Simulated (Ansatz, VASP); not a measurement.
Given: the input of a run of Ansatz 0.2.0 on Hf.

File input.yaml:

```yaml
crystal:
  lattice:
    - [3.1967, 0.0, 0.0]
    - [-1.59835, 2.7684234083, 0.0]
    - [0.0, 0.0, 5.0578]
  atoms:
    - { symbol: Hf, position: [0.6666666667, 0.3333333333, 0.75] }
    - { symbol: Hf, position: [0.3333333333, 0.6666666667, 0.25] }
kpoints:
  mp_grid: { grid: [10, 10, 5] }
scf:
  occupations: { method: fermi_dirac, width: 0.05 }
hamiltonian:
  xc: pbe
  dispersion: d4
  pseudopotentials: { kind: all_electron, lapw: { basis_error: 0.001 } }
output:
  forces: true
  stress: true
relax:
  f_tol: 0.01
  max_steps: 60
  cell: {}
```

Potentials or basis: all-electron LAPW, scalar-relativistic.

Launch:

```sh
$ ansatz run input.yaml --threads 1 --pin off --max-ram 3072MiB --backend cpu --events-out ev --progress --plain --runs-dir out
```

Question: Translate it to VASP 6.6.1. Potentials there: VASP PAW PBE potentials, release 64 (Hf_pv).

Answer: As run (the cutoff follows the program's own potentials):

INCAR

```
ALGO     = Normal         # electronic algorithm
EDIFF    = 1E-6           # SCF threshold, eV
EDIFFG   = -0.01          # ionic threshold
ENCUT    = 600            # plane-wave cutoff, eV
GGA      = PE             # functional
IBRION   = 2              # ionic algorithm
ISIF     = 3              # what is computed and relaxed
ISMEAR   = -1             # smearing method
IVDW     = 13             # dispersion correction
LASPH    = True           # aspherical terms in the spheres
LCHARG   = False          # write CHGCAR
LREAL    = False          # projectors in reciprocal space
LWAVE    = False          # write WAVECAR
NELM     = 80             # most SCF steps
NSW      = 80             # ionic steps
PREC     = Accurate       # precision mode
SIGMA    = 0.05           # smearing width, eV
```

File KPOINTS:

```
k-points
0
Gamma
  10 10 5
```

Contents of POSCAR:

```
Hf
1.0
    3.1967000000      0.0000000000      0.0000000000
   -1.5983500000      2.7684234083      0.0000000000
    0.0000000000      0.0000000000      5.0578000000
Hf
2
Direct
    0.6666666667      0.3333333333      0.7500000000
    0.3333333333      0.6666666667      0.2500000000
```

Potentials or basis: VASP PAW PBE potentials, release 64 (Hf_pv).

Command:

```sh
$ cat potpaw_PBE.64/Hf_pv/POTCAR > POTCAR
$ mpirun -np 1 vasp_std > vasp.out
```

Both were run:

|  | VASP | Ansatz | Ansatz less VASP |
| --- | --- | --- | --- |
| relaxed volume (Å³/atom) | 22.10 | 22.20 | +0.099 |
| relaxed cell length with the largest relative difference (Å) | 5.028 | 5.037 | +0.0094 |
| energy change over the relaxation (meV/atom) | -1 | -1 | +0.7 |

Ansatz ran all-electron here, so the differences hold the error of VASP's frozen core and of both bases.

Caveats: pairwise dispersion overbinds metals, which lowers pressure and volume (VASP). Spin-orbit coupling is left out, which matters for the levels of Hf.
